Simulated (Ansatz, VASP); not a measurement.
**One calculation of CdTe, two programs**

File POSCAR:

```
CdTe
1.0
    0.0000000000      3.2778968437      3.2778968437
    3.2778968437      0.0000000000      3.2778968437
    3.2778968437      3.2778968437      0.0000000000
Cd Te
1 1
Direct
    0.0000000000      0.0000000000      0.0000000000
    0.2500000000      0.2500000000      0.2500000000
```

INCAR.step1

```
SYSTEM = CdTe
ALGO = Normal
EDIFF = 1E-4
ENCUT = 600
GGA = PE
ISMEAR = 0
LASPH = .True.
LCHARG = .False.
LREAL = .False.
LWAVE = .True.
NELM = 100
PREC = Accurate
SIGMA = 0.01
```

INCAR.step2

```
SYSTEM = CdTe
ALGO = Normal
EDIFF = 1E-6
EDIFFG = -0.001
ENCUT = 600
IBRION = 2
ISIF = 3
ISMEAR = 0
ISTART = 1
LASPH = .True.
LCHARG = .False.
LMIXTAU = .True.
LREAL = .False.
LWAVE = .False.
METAGGA = R2SCAN
NELM = 100
NSW = 80
PREC = Accurate
SIGMA = 0.01
```

KPOINTS

```
k-points
0
Gamma
  8 8 8
  0 0 0
```

Input for Ansatz:

```yaml
crystal:
  lattice:
    - [0.0, 3.2778968437, 3.2778968437]
    - [3.2778968437, 0.0, 3.2778968437]
    - [3.2778968437, 3.2778968437, 0.0]
  atoms:
    - { symbol: Cd, position: [0.0, 0.0, 0.0] }
    - { symbol: Te, position: [0.25, 0.25, 0.25] }
basis:
  ecutwfc: 500
kpoints:
  mp_grid: { grid: [8, 8, 8] }
hamiltonian:
  xc: r2scan
scf:
  occupations: { method: fixed }
output:
  forces: true
  stress: true
  eigenvalues: true
relax:
  adjacent_minimum: "off"
  f_tol: 0.001
  max_steps: 60
  cell: { stress_tol: 0.01 }
```

Alike in both runs: task relaxation of cell and atoms; functional r2SCAN; k mesh 8 × 8 × 8; no spin polarisation.

```csv
,VASP,Ansatz
version,VASP 6.6.1,Ansatz 0.2.0
potentials or method,"VASP PAW PBE potentials, release 64 (Cd, Te)","scalar-relativistic, plane waves, PAW"
plane-wave cutoff (eV),600,500
occupations,"gaussian, width 0.01 eV",fixed
valence electrons in the cell,18,36
```

|  | VASP | Ansatz | Ansatz less VASP |
| --- | --- | --- | --- |
| gap on the k mesh at the Fermi level, each at its own relaxed structure (eV) | 1.15 | 1.17 | +0.013 |
| relaxed volume (Å³/atom) | 35.30 | 35.25 | -0.055 |
| relaxed cell length with the largest relative difference (Å) | 4.639 | 4.637 | -0.0024 |

The two sets of potentials don't hold the same shells in valence.

Caveats: the PAW data sets were made with another functional, which shifts forces and pressure a little (VASP); spin-orbit coupling is left out, which moves the levels of the heavy elements.
